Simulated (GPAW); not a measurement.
The system is CuO.

```
Cu O
1.0
     3.42205    0.00000    0.00000
     0.00000    3.42205    0.00000
     0.00000    0.00000    4.26046
Cu O
2 2
Direct
  0.00000 0.50000 0.00000
  0.50000 0.00000 0.50000
  0.00000 0.00000 0.25000
  0.00000 0.00000 0.75000
```

Measurements of this composition are mostly on another form, of space group No. 15.

```yaml
Program: GPAW 26.7.0
Task: relaxation of cell and atoms
Functional: mBEEF
Potentials_or_basis: GPAW PAW data sets (gpaw-data 1.2.1)
Cutoff: 800 eV
Basis: pw
k_mesh: 6 × 6 × 5
Occupations: fermi-dirac, width 0.05 eV
Spin: no spin polarisation
```

At the start: pressure -3.4 GPa; volume 12.47 Å³/atom.

Q: How do energy, volume and symmetry change on relaxing?

A: Over 10 steps the energy falls by 415.3 meV/atom and the volume is 11.09 Å³/atom (-11.1 %); space group P4_2/mmc (No. 131, to 0.05 Å).

Step by step:
```csv
step,energy change (eV),largest force (eV/Å),pressure (GPa),volume (Å³)
1,0.0000,0.0000,-3.36,49.89
2,-0.0886,0.0000,-3.43,49.75
3,-0.7601,0.0000,-3.80,48.62
4,-1.2803,0.0000,-3.79,47.46
5,-1.5825,0.0009,-3.33,46.26
6,-1.6577,0.0077,-2.72,45.21
7,-1.6586,0.0054,-2.39,45.07
8,-1.6607,0.0056,-0.75,44.52
9,-1.6610,0.0080,-0.11,44.37
10,-1.6611,0.0056,0.02,44.37
```

Final structure:
```
CELL_PARAMETERS angstrom
2.93254 0.00000 0.00000
0.00000 2.93262 0.00000
0.00000 0.00000 5.15881
ATOMIC_POSITIONS crystal
Cu 0.00000 0.50000 0.00000
Cu 0.50000 0.00000 0.50000
O 0.00000 0.00000 0.24984
O 0.00000 0.00000 0.75016
```

Caveat: with this Cu data set, volumes or pressures lay over 1.5 % or 2 GPa off other programs in two to four cells of ten; later steps reuse the first step's grids; the PAW data sets were made with another functional, which shifts forces and pressure a little; the run has no spin polarisation, though such a crystal can be magnetic.
